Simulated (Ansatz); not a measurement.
The system is ZrSe2.

```xyz
3
Lattice="3.7980 0.0000 0.0000 -1.8990 3.2892 0.0000 0.0000 0.0000 6.1920" Properties=species:S:1:pos:R:3 pbc="T T T"
Zr    0.0000    0.0000    0.0000
Se    1.8990    1.0964    4.6440
Se    0.0000    2.1928    1.5480
```

Base run:

```yaml
Program: Ansatz 0.2.0
Functional: BLYP
Potentials_or_basis: Ansatz PAW
Cutoff: "420 eV (not typed: the program's choice for these potentials)"
k_mesh: 8 × 8 × 5
Occupations: fermi-dirac, width 0.05 eV
Spin: no spin polarisation
```

Its results: band gap on the k mesh 0.46 eV, indirect (least direct gap 1.06 eV); pressure 5.6 GPa; largest force 0.461 eV/Å.

Problem. The run is repeated on the same cell with these changes: functional from BLYP to revPBE. What comes out?

Solution. Band gap on the k mesh 0.44 eV, indirect (least direct gap 1.08 eV); pressure 3.4 GPa; largest force 0.332 eV/Å.

Caveats: this functional lacks dispersion, which binds the layers, so the pressure and a relaxed spacing across them are unreliable; the PAW data sets come from PBE, with cores solved anew for the run's functional, which leaves a small shift of forces and pressure.

A k mesh can miss the band edges.
